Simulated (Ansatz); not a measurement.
**MgO: single point with Ansatz**

System: MgO (rock salt type), 2 atoms in the cell.

Ansatz input (lattice in Å, positions in fractions of it)
```yaml
crystal:
  lattice:
    - [0, 2.125, 2.125]
    - [2.125, 0, 2.125]
    - [2.125, 2.125, 0]
  atoms:
    - { symbol: Mg, position: [0, 0, 0] }
    - { symbol: O, position: [0.5, 0.5, 0.5] }
kpoints:
  mp_grid: { grid: [8, 8, 8] }
hamiltonian:
  xc: pbe
  pseudopotentials: { kind: paw, source: ansatz }
scf:
  occupations: { method: fermi_dirac, width: 0.1 }
  convergence: { dr2_threshold: "1e-10 eV" }
  max_iter: 300
  n_bands: 24
output:
  forces: true
  stress: true
  eigenvalues: true
```

These are results of Ansatz 0.2.0 development build, PBE, plane waves, PAW datasets (earlier set, tuned by hand), not measurements.

Output, in brief

```
Plane-wave cutoff used : 930 eV
Pressure               : 0.47 GPa
Valence electrons      : 16
Irreducible k-points   : 29
CPU time               : of the order of 4 core-seconds on a shared host
```

Stress tensor in GPa, compression positive:
```
0.47 0.00 0.00
0.00 0.47 0.00
0.00 0.00 0.47
```

The stress includes the program's correction for the finite plane-wave basis.
